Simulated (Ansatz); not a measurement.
Write the native input for Ansatz 0.2.0 that does the following.

```
Task                : projected density of states
Functional          : PBE
Potentials or basis : Ansatz PAW
Cutoff              : 420 eV (not typed: the program's choice for these potentials)
k mesh              : 12 × 12 × 12
Occupations         : fermi-dirac, width 0.05 eV
Spin                : no spin polarisation
Hubbard terms       : Mo d U = 8 eV
Hubbard projectors  : ortho-atomic (the default)
Double counting     : fll (the default)
```

Si2Mo:

```
CELL_PARAMETERS angstrom
-1.60000 1.60000 3.93050
1.60000 -1.60000 3.93050
1.60000 1.60000 -3.93050
ATOMIC_POSITIONS crystal
Mo 0.00000 0.00000 0.00000
Si 0.66700 0.66700 0.00000
Si 0.33300 0.33300 0.00000
```

These files were run (other wordings do the same):

input.yaml

```yaml
crystal:
  lattice:
    - [-1.6, 1.6, 3.9305]
    - [1.6, -1.6, 3.9305]
    - [1.6, 1.6, -3.9305]
  atoms:
    - { symbol: Mo, position: [0.0, 0.0, 0.0] }
    - { symbol: Si, position: [0.667, 0.667, 0.0] }
    - { symbol: Si, position: [0.333, 0.333, 0.0] }
hamiltonian:
  xc: pbe
  pseudopotentials: { kind: paw }
  hubbard: { sites: [{ species: Mo, l: d, u_eff: 8.0 }] }
kpoints:
  mp_grid: { grid: [12, 12, 12] }
scf:
  occupations: { method: fermi_dirac, width: 0.05 }
  n_extra_bands: 7
output:
  forces: true
  stress: true
  eigenvalues: true
  dos: { projected: true, de: 0.05, nscf_kmesh: { grid: [18, 18, 18] } }
```

Potentials or basis: Ansatz PAW.

The run is started by

```console
$ ansatz run input.yaml --threads 2 --pin off --max-ram 5632MiB --backend cpu --events-out ev --progress --plain --runs-dir out
```

Results of the run:

- Pressure: 2.0 GPa
- Largest force: 0.842 eV/Å
- Band gap on the k mesh: none (metal or under the smearing width)
- Density of states at the Fermi level: 0.00 states/eV per cell

Caveat: U without spin polarisation on a metal has little footing; the U is typed as a test and isn't derived for this compound; the density of states is complete only up to the lowest level of the last band computed.

Wall time 11 s on 2 threads of Arm Neoverse V1, with other jobs on the host, peak memory 0.54 GiB.
